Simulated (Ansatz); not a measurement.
# Rh: the cost of one run

Computed with Ansatz 0.2.0 (DFT PBE, scalar-relativistic, plane waves, PAW, unless a step's input says otherwise).

The COD entry's cell or inner coordinates are ideal or old and differ from later refinements, so a difference from it is no clean test against experiment.

2 further runs of the same task are left out: 2 set aside as unsound or not needed.

## Step 1: The starting structure

Symmetry: Fm-3m, No. 225, cubic system. Conventional cell: a = 3.830 Å, b = 3.830 Å, c = 3.830 Å, α = 90.00°, β = 90.00°, γ = 90.00°. Rh (site symmetry m-3m) has 12 Rh at 2.71 Å in its first shell of neighbours.

Coordinates:

```
Rh
1.0
     0.00000    1.91499    1.91499
     1.91499    0.00000    1.91499
     1.91499    1.91499    0.00000
Rh
1
Direct
  0.00000 0.00000 0.00000
```

It is the result of an earlier relaxation at this level (volume 14.05 Å³/atom; gap on the mesh: none (metal)).

## Step 2: The bulk in the plane's own cell

To let mesh errors cancel, the bulk is computed in a cell built on the (210) plane.

input.yaml

```yaml
crystal:
  lattice:
    - [3.8299780579, 0.0, 0.0]
    - [-1.914989029, 4.2820456449, 0.0]
    - [0.0, 0.0, 8.5640912899]
  atoms:
    - { symbol: Rh, position: [0.0, 0.0, 0.0] }
    - { symbol: Rh, position: [0.4, 0.8, 0.2] }
    - { symbol: Rh, position: [0.2, 0.4, 0.6] }
    - { symbol: Rh, position: [0.7, 0.4, 0.1] }
    - { symbol: Rh, position: [0.5, 0.0, 0.5] }
    - { symbol: Rh, position: [0.9, 0.8, 0.7] }
    - { symbol: Rh, position: [0.8, 0.6, 0.4] }
    - { symbol: Rh, position: [0.6, 0.2, 0.8] }
    - { symbol: Rh, position: [0.1, 0.2, 0.3] }
    - { symbol: Rh, position: [0.3, 0.6, 0.9] }
basis:
  ecutwfc: 420
kpoints:
  mp_grid: { grid: [10, 10, 4] }
hamiltonian:
  xc: pbe
scf:
  occupations: { method: gaussian, width: 0.1 }
output:
  forces: true
  stress: true
  eigenvalues: true
```

Started as:

```sh
$ ansatz run input.yaml --threads 4 --pin off --max-ram 11264MiB --backend cpu --events-out ev --progress --plain --runs-dir out
```

Q: Estimate wall time and peak memory on 4 threads of AMD EPYC 9R45 (Zen 5), shared host.

About 6.6 s, with a peak of 1.4 GiB.
